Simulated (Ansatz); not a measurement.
input.yaml (Ansatz)

```yaml
crystal:
  lattice:
    - [-3.824956619, 3.8239823718, 2.0705620676]
    - [3.8239823718, -3.824956619, 2.0705620676]
    - [3.826737218, 3.826737218, -2.0723464031]
  atoms:
    - { symbol: Ba, position: [4.90125e-05, 0.9999509875, 0.0] }
    - { symbol: Ba, position: [0.7499509875, 0.2500490125, 0.5] }
hamiltonian:
  xc: pbe
  pseudopotentials:
    kind: paw
    azcp:
      Ba: "pseudopotentials/Ba.paw.azcp"
basis:
  ecutwfc: 420
  fft_grid_basis: typed
kpoints:
  mp_grid: { grid: [14, 14, 10], shift: [0, 0, 0] }
magnetization:
  spin_polarized: false
scf:
  occupations: { method: fermi_dirac, width: 0.1 }
```

Output

```
Engine: ansatz 0.2.0, x86_64-unknown-linux-gnu
Pseudopotentials: kind: paw
Pseudopotential: Ba, paw, valence charge 10, recommended cutoff 420 eV (normal) 
Functional definition: PBE
  parameter kappa = 0.804
  parameter beta = 0.06672455060314922
  exchange = pbe_x(kappa = kappa, mu = beta*pi^2/3)
  correlation = pbe_c(beta = beta)
Crystal: 2 atoms, lattice volume = 121.197 Å³
Basis set: ecut = 420 eV, 2395 PW (Γ)
Bands: 14, of which v1, the nominal top of the filled ones, is band 10 counted from 1 (9 counted from 0)
Symmetry: 4 space group operations
Space group: C2/c (ITA 15), of the structure as read, at distance tolerance 4.9e-5 Å
k-points: 534 of 1960
Non-local potential: Ba, projectors of the file, l = 0: 3, l = 1: 2, l = 2: 2, l = 3: 2
PAW form: soft (Blöchl's): semilocal exchange-correlation on the pseudo side does not see the compensation charge
PAW one-centre angular grid: Ba, 194 points (default); XC on 64 Gauss nodes
Initial density: superposition of atomic densities (neutral atoms: chi_scale 0, normalization atom), corrected by the library's trained network
Initial wavefunctions: pseudopotential atomic-orbital guess
Functional: x = pbe(κ = 0.804, μ = 0.2195149727645171), c = pbe(β = 0.06672455060314922)
SCF iter   1: F=—  HF=-11898.768785 eV  |F-HF|=—  |Δ(HF+E_count)|=         —  Δρ=1.69e-3  dr2=1.04e-2  ethr=1.77e-3  ⟨swp⟩=6.3  Hψ=48708  notcnv=0
SCF iter   2: F=—  HF=-11898.767616 eV  |F-HF|=—  |Δ(HF+E_count)|=   1.17e-3  Δρ=1.20e-3  dr2=5.30e-3  ethr=5.19e-5  ⟨swp⟩=1.9  Hψ=14400  notcnv=0
SCF iter   3: F=—  HF=-11898.766526 eV  |F-HF|=—  |Δ(HF+E_count)|=   1.09e-3  Δρ=3.19e-4  dr2=2.20e-4  ethr=2.65e-5  ⟨swp⟩=2.2  Hψ=11555  notcnv=0
SCF iter   4: F=—  HF=-11898.766514 eV  |F-HF|=—  |Δ(HF+E_count)|=   1.22e-5  Δρ=1.70e-4  dr2=3.24e-5  ethr=1.10e-6  ⟨swp⟩=1.2  Hψ=8322  notcnv=0
SCF iter   5: F=—  HF=-11898.766512 eV  |F-HF|=—  |Δ(HF+E_count)|=   1.81e-6  Δρ=2.33e-5  dr2=8.41e-7  ethr=1.62e-7  ⟨swp⟩=2.3  Hψ=13192  notcnv=0
SCF iter   6: F=-11898.766513 eV  HF=-11898.766513 eV  |F-HF|=2.92e-8  |Δ(HF+E_count)|=   5.69e-7  Δρ=5.28e-6  dr2=3.79e-8  ethr=5.00e-10  ⟨swp⟩=3.0  Hψ=20273  notcnv=0
SCF 1 converged in 6 iterations: F = -11898.766513 eV  dr2 = 3.79e-8
SCF converged after 6 iterations
Free energy (F): -11898.766513 eV
Harris-Foulkes:  -11898.766513 eV  (|F-HF|=2.92e-8)
Internal energy: -11898.686470 eV  (E = F + TS)
E sigma→0 (E₀):  -11898.726492 eV
Entropy (-TS):   -0.080043 eV (-40.022 meV/atom)
Fermi energy:    6.053875 eV
--- Per-component energies (eV) ---
  E_band       = -166.230532
  E_kinetic    = 333.633917
  E_local      = -752.419532  (includes V_loc(G=0)·N_el)
  E_nonlocal   = 114.278475
  E_hartree    = 238.791426
  E_xc         = -333.446050
  E_vxc        = -267.774537  (∫ρ·V_xc dr)
  E_paw        = -10451.682980  (= ΣΔE_a)
  E_vpaw       = -71.532978  (= ΣTr[D̂ρ^β])
  E_aug_tail   = -0.000003  (compensation charges beyond the density's cutoff)
  E_ewald      = -1047.841722
  E_smearing   = -0.080043  (= −TS)
  E_closure    = 0.000000  (closes the sum)
  Σ components = -11898.766513   (vs F -11898.766513, Δ=0.00e0)
```

Command:

```sh
ansatz run input.yaml --threads 1 --pin off --max-ram 3584MiB --backend cpu --events-out ev --progress --plain --runs-dir out
```

On 1 thread of Intel(R) Xeon(R) Platinum 8259CL CPU @ 2.50GHz (Skylake/Cascade Lake) (shared host) this took about 64 s of wall time and 61 s of CPU time.
